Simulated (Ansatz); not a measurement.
CaO (Fm-3m), a vibration from a frozen displacement

Computed with Ansatz 0.2.0, DFT LDA, scalar-relativistic, plane waves, PAW. The runs took a 420 eV cutoff, a Γ-centred 8×8×8 mesh and Gaussian smearing (0.05 eV). No spin polarisation. Energies are free energies at this smearing, counted from the undisturbed cell; pressure is positive in compression.

The starting cell (as given, not relaxed at this level; it stands at -11.8 GPa):

```yaml
crystal:
  lattice:
    - [0.00000, 2.44900, 2.44900]
    - [2.44900, 0.00000, 2.44900]
    - [2.44900, 2.44900, 0.00000]
  atoms:
    - { symbol: Ca, position: [0.00000, 0.00000, 0.00000] }
    - { symbol: O, position: [0.50000, 0.50000, 0.50000] }
```

Every Ca atom is moved by x along the Cartesian unit vector (1.000, 0.000, 0.000); the cell and all other atoms stay fixed. The cell's volume is 29.38 Å³; the moved atoms weigh 40.078 u together and the others 15.999 u. Some rows repeat others by symmetry and weren't run.

```
  x (Å)  ΔE (meV/cell) total force on the moved atoms along the move (eV/Å) pressure (GPa)
-0.5000         488.45                                                3.1312         -0.1295
-0.4375         322.00                                                2.2357         -3.4199
-0.3750         204.43                                                1.5589         -6.0072
-0.3125         123.51                                                1.0563         -7.9972
-0.2500          69.54                                                0.6907         -9.4839
-0.1875          35.00                                                0.4296        -10.5492
-0.1250          14.26                                                0.2447        -11.2595
-0.0625           3.37                                                0.1100        -11.6648
 0.0000           0.00                                                0.0000        -11.7956
 0.0625           3.37                                               -0.1100        -11.6648
 0.1250          14.26                                               -0.2447        -11.2595
 0.1875          35.00                                               -0.4296        -10.5492
 0.2500          69.54                                               -0.6907         -9.4839
 0.3125         123.51                                               -1.0563         -7.9972
 0.3750         204.43                                               -1.5589         -6.0072
 0.4375         322.00                                               -2.2357         -3.4199
 0.5000         488.45                                               -3.1312         -0.1295
```

Question: What frequency belongs to this motion?

Answer: The force constant is k = −dF/dx = 1.760 eV/Å², from the parabola through x = -0.0625, 0 and 0.0625. In every cell the moved atoms swing against the rest, so the mass is μ = m₁m₂/(m₁ + m₂) = 11.434 u, and ν̃ = 521.5 cm⁻¹ × √(|k|/μ) = 205 cm⁻¹, at this cell's pressure of -11.8 GPa. To first order in x, and within 1 %, the force on every atom lies along the move and, within each of the two groups, in proportion to the atom's mass, so this is itself a mode at the zone centre of this cell, taken without macroscopic field (the transverse frequency in a polar insulator).

Question: How far does the harmonic law reach?

Answer: At x = -0.500 Å, kx²/2 = 220.00 meV against the computed 488.45 meV (+122.0 %): the well stiffens in this direction at large amplitude.

Question: The pressure changes with x². What does that say about the frequency under compression?

Answer: With E = k(V)x²/2, k ∝ V^(−2γ) and x scaling with the cell as V^(1/3), P − P0 = −∂E/∂V = (2γ − 2/3) ΔE/V. At x = 0.1250 Å, V(P − P0) = 29.38 × 0.53605 / 160.2 eV = 98.29 meV and ΔE = 14.26 meV, so γ = 1/3 + V(P − P0)/(2ΔE) = 3.78. This is the Grüneisen parameter of the motion under uniform scaling of the cell: shrinking the cell evenly by 1 % in volume raises the frequency by about 3.78 %.